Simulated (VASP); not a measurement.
# GaN (F-43m) in VASP: further runs

The runs below take GaN through relaxation of cell and atoms, single point, with PBE.

Program: VASP 6.6.1. These are calculated values, not measurements. Logs are shortened: lines on timing, memory, paths and dates and some standing lists are left out, and cuts for length are marked.

**What was measured.**

A printed reference work, textbook reports, for a bulk crystal of GaN at 0 K: band gap 3.299 eV (direct).

The results are compared with them further down.

## Step 1: The structure

The structure is cubic, space group F-43m (No. 216). The conventional cell has a = 4.507 Å, b = 4.507 Å, c = 4.507 Å, α = 90.00°, β = 90.00°, γ = 90.00°. Ga (site symmetry -43m) has 4 N at 1.95 Å as nearest neighbours. N (site symmetry -43m) has 4 Ga at 1.95 Å as nearest neighbours.

The cell is a database's computed one.

## Step 2: Relaxation of cell and atoms, PBE

Contents of INCAR:

```
SYSTEM = GaN
  PREC = Accurate
  ENCUT = 600
  EDIFF = 1E-6
  ISMEAR = 0
  SIGMA = 0.02
  LREAL = .FALSE.
  LASPH = .TRUE.
  NELM = 100
  ALGO = Fast
  ISIF = 3
  LWAVE = .FALSE.
  LCHARG = .FALSE.
  GGA = PE
  IBRION = 2
  NSW = 100
  EDIFFG = -0.005
```

Contents of KPOINTS:

```
Automatic mesh
0
G
  10 10 10
  0 0 0
```

Contents of POSCAR:

```
GaN
1.0
    0.0000000000      2.2535006075      2.2535006075
    2.2535006075      0.0000000000      2.2535006075
    2.2535006075      2.2535006075      0.0000000000
Ga N
1 1
Direct
    0.0000000000      0.0000000000      0.0000000000
    0.7500000000      0.7500000000      0.7500000000
```

Potentials or basis: VASP PAW PBE potentials, release 64 (Ga_d, N).

Started as:

```console
cat potpaw_PBE.64/Ga_d/POTCAR potpaw_PBE.64/N/POTCAR > POTCAR
mpirun -np 1 vasp_std > vasp.out
```

OUTCAR:

```text
SYSTEM = GaN
   PREC = Accurate
   ENCUT = 600
   EDIFF = 1E-6
   ISMEAR = 0
   LREAL = .FALSE.
   LASPH = .TRUE.
   NELM = 100
   ISIF = 3
   GGA = PE
   IBRION = 2
   NSW = 100
   EDIFFG = -0.005

 ion  position               nearest neighbor table
   1  0.000  0.000  0.000-   2 1.95   2 1.95   2 1.95   2 1.95
   2  0.750  0.750  0.750-   1 1.95   1 1.95   1 1.95   1 1.95

  LATTYP: Found a face centered cubic cell.
 ALAT       =     4.5070012150

  Lattice vectors:

 A1 = (   0.0000000000,   2.2535006075,   2.2535006075)
 A2 = (   2.2535006075,   0.0000000000,   2.2535006075)
 A3 = (   2.2535006075,   2.2535006075,   0.0000000000)

Analysis of symmetry for initial positions (statically):
=====================================================================
 Subroutine PRICEL returns:
 Original cell was already a primitive cell.

 Routine SETGRP: Setting up the symmetry group for a
 face centered cubic supercell.

 Subroutine GETGRP returns: Found 24 space group operations
 (whereof 24 operations were pure point group operations)
 out of a pool of 48 trial point group operations.

The static configuration has the point symmetry T_d .

Analysis of symmetry for dynamics (positions and initial velocities):
=====================================================================
 Subroutine PRICEL returns:
 Original cell was already a primitive cell.

 Routine SETGRP: Setting up the symmetry group for a
 face centered cubic supercell.

 Subroutine GETGRP returns: Found 24 space group operations
 (whereof 24 operations were pure point group operations)
 out of a pool of 48 trial point group operations.

The dynamic configuration has the point symmetry T_d .

 Subroutine INISYM returns: Found 24 space group operations
 (whereof 24 operations are pure point group operations),
 and found     1 'primitive' translations

----------------------------------------------------------------------------------------

                                     Primitive cell

  volume of cell :      22.8877

  direct lattice vectors                    reciprocal lattice vectors
     0.000000000  2.253500607  2.253500607    -0.221877020  0.221877020  0.221877020
     2.253500607  0.000000000  2.253500607     0.221877020 -0.221877020  0.221877020
     2.253500607  2.253500607  0.000000000     0.221877020  0.221877020 -0.221877020

  length of vectors
     3.186931122  3.186931122  3.186931122     0.384302272  0.384302272  0.384302272
[... 105 lines left out ...]
   LORBIT       =      0    0 simple, 1 ext, 2 COOP (PROOUT), +10 PAW based schemes
   GGA     = PE    functional components
   LHFCALC =     F    Hartree Fock is set to
   AEXX    =    0.0000 exact exchange contribution
   IVDW    =     0    specifies the selected vdW correction
   LEPSILON=     F    determine dielectric tensor
   LRPA    =     F    only Hartree local field effects (RPA)
 conjugate gradient relaxation of ions
 non-spin polarized calculation
 RMM-DIIS sequential band-by-band and
 Gauss-broadening in eV      SIGMA  =   0.02
  energy-cutoff  :      600.00
  volume of cell :       22.89
 maximum number of plane-waves:       785
 NGX is ok and might be reduce to    28
   NGX = 13   NGY = 13   NGZ = 13

--------------------------------------- Ionic step        1  -------------------------------------------

 number of electron      18.0000005 magnetization

 Free energy of the ion-electron system (eV)
  ---------------------------------------------------
  ext. energy  EPLUGINS =         0.00000000
  ---------------------------------------------------
  free energy    TOTEN  =       -12.14469576 eV

  energy without entropy =      -12.14469576  energy(sigma->0) =      -12.14469576

------------------------ aborting loop because EDIFF is reached ----------------------------------------

  FORCE on cell =-STRESS in cart. coord.  units (eV):
  Direction    XX          YY          ZZ          XY          YZ          ZX
  --------------------------------------------------------------------------------------
  -------------------------------------------------------------------------------------
  Total        0.7113859      0.7113859      0.7113859     -0.0000000      0.0000000     -0.0000000
  in kB       49.7981043     49.7981043     49.7981043     -0.0000000      0.0000000     -0.0000000
  external PRESSURE =      49.7981043 kB  Pullay stress =       0.0000000 kB
[... 59 lines left out ...]
--------------------------------------- Ionic step        3  -------------------------------------------

 number of electron      18.0000002 magnetization

 Free energy of the ion-electron system (eV)
  ---------------------------------------------------
  ext. energy  EPLUGINS =         0.00000000
  ---------------------------------------------------
  free energy    TOTEN  =       -12.15416623 eV

  energy without entropy =      -12.15416623  energy(sigma->0) =      -12.15416623

 E-fermi :   5.1671     XC(G=0): -11.5221

 val. band max:        4.9897939537   @ k =   0.0000   0.0000   0.0000
 cond. band min:       6.5385372455   @ k =   0.0000   0.0000   0.0000
 fundamental gap:      1.5487432918
 Fermi energy:         5.1671004706

 k-point     1 :       0.0000    0.0000    0.0000
  band No.  band energies     occupation
      1     -10.7158      2.00000
      2      -8.4330      2.00000
      3      -8.4330      2.00000
      4      -8.4330      2.00000
      5      -8.1399      2.00000
      6      -8.1399      2.00000
      7       4.9898      2.00000
      8       4.9898      2.00000
      9       4.9898      2.00000
     10       6.5385      0.00000
     11      15.1211      0.00000
     12      15.1211      0.00000
     13      15.1211      0.00000
[... 354 lines left out ...]
  band No.  band energies     occupation
      1      -9.8373      2.00000
      2      -8.3091      2.00000
      3      -8.2264      2.00000
      4      -8.2262      2.00000
      5      -8.0839      2.00000
      6      -7.1833      2.00000
      7       0.0297      2.00000
      8       2.6008      2.00000
      9       2.9151      2.00000
     10       9.4048      0.00000
     11      11.9369      0.00000
     12      15.6624      0.00000
     13      17.6078      0.00000

 [... further k-points ...]

------------------------ aborting loop because EDIFF is reached ----------------------------------------

  FORCE on cell =-STRESS in cart. coord.  units (eV):
  Direction    XX          YY          ZZ          XY          YZ          ZX
  --------------------------------------------------------------------------------------
  -------------------------------------------------------------------------------------
  Total       -0.0094552     -0.0094552     -0.0094552      0.0000000      0.0000000      0.0000000
  in kB       -0.6441119     -0.6441119     -0.6441119      0.0000000      0.0000000      0.0000000
  external PRESSURE =      -0.6441119 kB  Pullay stress =       0.0000000 kB
[... 17 lines left out ...]
  FREE ENERGIE OF THE ION-ELECTRON SYSTEM (eV)
  ---------------------------------------------------
  free  energy   TOTEN  =       -12.1541662342 eV

  energy  without entropy=      -12.1541662342  energy(sigma->0) =      -12.15416623

 reached required accuracy - stopping structural energy minimisation
```

CONTCAR:

```text
GaN
   1.00000000000000
    -0.0000000000000000    2.2740337950428007    2.2740337950428007
     2.2740337950428007    0.0000000000000000    2.2740337950428007
     2.2740337950428007    2.2740337950428007   -0.0000000000000000
  Ga              N
     1     1
Direct
     0.0000000000000000    0.0000000000000000    0.0000000000000000
     0.7500000000000000    0.7500000000000000    0.7500000000000000

  0.00000000E+00  0.00000000E+00  0.00000000E+00
  0.00000000E+00  0.00000000E+00  0.00000000E+00
```

It took 24 s on 1 thread of Intel Xeon 6975P-C (Granite Rapids), shared host; peak memory 0.17 GiB.

What came out:

```yaml
Free_energy: -12.1542 eV
Relaxed_volume: 11.76 Å³/atom
Relaxed_cell: a = 3.216 Å, b = 3.216 Å, c = 3.216 Å, α = 60.00°, β = 60.00°, γ = 60.00°
Space_group_after_relaxing_to_0.05_Å: F-43m (No. 216)
Energy_gained_by_relaxing: 4.7 meV/atom
Ionic_steps: 3
Pressure_after_relaxing: -0.1 GPa
Band_gap_on_the_k_mesh: 1.55 eV, direct
```

The path:
```
step  energy change (eV)  largest force (eV/Å)  pressure (GPa)  volume (Å³)
   1              0.0000                0.0000            4.98        22.89
   2             -0.0025                0.0000           -3.82        24.09
   3             -0.0095                0.0000           -0.06        23.52
```

Final structure:
```xyz
2
Lattice="0.0000 2.2740 2.2740 2.2740 0.0000 2.2740 2.2740 2.2740 0.0000" Properties=species:S:1:pos:R:3 pbc="T T T"
Ga    0.0000    0.0000    0.0000
N     3.4111    3.4111    3.4111
```

As with any semilocal functional, this PBE gap is likely too small.

## Step 3: Single point, PBE

Contents of INCAR:

```
PREC = Accurate
ENCUT = 520
EDIFF = 1E-6
ISMEAR = 0
SIGMA = 0.1
LREAL = False
LASPH = True
NELM = 80
ALGO = Fast
ISIF = 2
LWAVE = False
LCHARG = False
GGA = PE
NBANDS = 16
```

Contents of KPOINTS:

```
regular mesh
0
Gamma
  8 8 8
```

POSCAR is that of step 2.

Potentials or basis: VASP PAW PBE potentials, release 64 (Ga_d, N).

Started as:

```console
cat potpaw_PBE.64/Ga_d/POTCAR potpaw_PBE.64/N/POTCAR > POTCAR
mpirun -np 1 vasp_std > vasp.out
```

Wall time 11 s (1 thread of Intel Xeon Platinum 8488C (Sapphire Rapids), shared host); peak memory 0.13 GiB.

The run converged. Its results:

* Free energy: -12.1428 eV
* Pressure: 4.9 GPa
* Band gap on the k mesh: 1.72 eV, direct

Levels at points of the mesh, in eV from the valence-band top:
```csv
k point,band 6,band 7,band 8,band 9,band 10,band 11,band 12,band 13
"(0.00, 0.00, 0.00)",-13.12,0.00,0.00,0.00,1.72,10.30,10.30,10.30
"(0.50, 0.00, 0.00)",-11.88,-7.04,-0.97,-0.97,4.64,8.73,10.37,10.37
"(0.50, 0.50, 0.00)",-11.45,-6.12,-2.70,-2.70,3.35,6.66,11.71,13.96
```

## Step 4: Comparison with measurements

Step 3. Against the measured gap of GaN, 3.299 eV (direct; 0 K; a printed reference work, textbook), the calculated 1.72 eV is off by -1.57 eV. Spin-orbit coupling on Ga is left out. The value is that of PBE, without temperature or zero-point motion. Semilocal functionals fall short of measured gaps as a rule. The cell is a database's relaxed one, not the measured one, which moves gaps too.
